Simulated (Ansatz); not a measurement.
## Y: enthalpy against pressure

Y, Fm-3m, a = 4.977 Å. This isn't the element's structure at ambient conditions. Ansatz: PBEsol, PAW, 420 eV, Γ-centred 14×14×14 mesh on 1 atom, Gaussian smearing 0.10 eV; no spin polarisation. The cell is relaxed at each pressure, and no other structure is tried, so the rows at high pressure may lie past a change of phase. y is the enthalpy over the state at zero pressure; there V0 = 30.820 Å³/atom. The pressures are the targets, met within 0.02 GPa.

```tsv
P (GPa)	y (eV/atom)
-3.0	-0.6001
0.0	0.0000
3.0	0.5579
8.0	1.4195
15.0	2.5237
30.0	?
60.0	8.1118
```

Q: Fit y = c1 P + c2 P² + c3 P³ to the other rows, say what c1 and c2 mean, and predict the missing value.

A: Least squares on the rows shown. y = 0.19192 P − 0.0018073 P² + 1.4364×10⁻⁵ P³. Since dH/dP = V, c1 is V0: 0.19192 eV/GPa × 160.2 = 30.746 Å³ against 30.820; c2 = −V0/(2B0) gives B0 = 53 GPa, where a Birch–Murnaghan fit to the volumes of the same runs (not shown) gives 42 GPa: a cubic over this range folds the higher terms into c2. Above P = −c2/(3 c3) = 42 GPa the cubic's slope, the volume, would rise with pressure, so the form fails there. At P = 30.0 the fit asked for gives 4.5189 eV/atom. The run gave 4.6165 eV/atom, so the fit is 0.0976 eV/atom too low, 1.1 % of the span of the series, against an rms of 0.0051 eV/atom on the fitted rows. With a term in P⁴ added, a fit to the same known rows predicts 4.7113 eV/atom, which misses by about as much or more on the other side: the known rows don't fix the higher terms.

The mesh isn't the same in all rows (14×14×14, 16×16×16, 18×18×18).